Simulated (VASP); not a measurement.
Wanted: the native input for a VASP 6.6.1 run.

```
Task                   : relaxation of cell and atoms
Functional             : LDA
Potentials or basis    : VASP PAW LDA potentials, release 64 (Pt)
Cutoff                 : 600 eV
k mesh                 : 16 × 16 × 16
Occupations            : methfessel-paxton, width 0.1 eV
Spin                   : no spin polarisation
Further INCAR settings : ALGO = Normal; EDIFF = 1e-07; IBRION = 2; EDIFFG = -0.005; NSW = 90; ISIF = 3
```

The structure of Pt lies in POSCAR:

```
Pt                                      
1.0
   -0.0000000000      1.9483942416      1.9483942416
    1.9483942416     -0.0000000000      1.9483942416
    1.9483942416      1.9483942416      0.0000000000
  Pt            
     1
Direct
     0.0000000000000000    1.0000000000000000    0.0000000000000000
```

These files were run (other wordings do the same):

INCAR

```
  PREC = Accurate
  ENCUT = 600
  EDIFF = 1E-7
  ISMEAR = 1
  SIGMA = 0.1
  LREAL = F
  LASPH = T
  NELM = 80
  ALGO = Normal
  ISIF = 3
  LWAVE = F
  LCHARG = F
  GGA = CA
  IBRION = 2
  NSW = 90
  EDIFFG = -0.005
  KPAR = 2
```

KPOINTS

```
Automatic mesh
0
Gamma
  16 16 16
```

Potentials or basis: VASP PAW LDA potentials, release 64 (Pt).

The run is started by

```console
$ cat potpaw_LDA.64/Pt/POTCAR > POTCAR
$ mpirun -np 2 vasp_std > vasp.out
```

It gave:

```
Pressure after relaxing : 0.0 GPa
Band gap on the k mesh  : none (metal or under the smearing width)
```

Caveat: the relaxation stopped at its first step, so nothing moved.

It took 3.7 s on 2 MPI ranks on Intel(R) Xeon(R) 6975P-C (Granite Rapids), on a shared host, peak memory 0.14 GiB a rank.
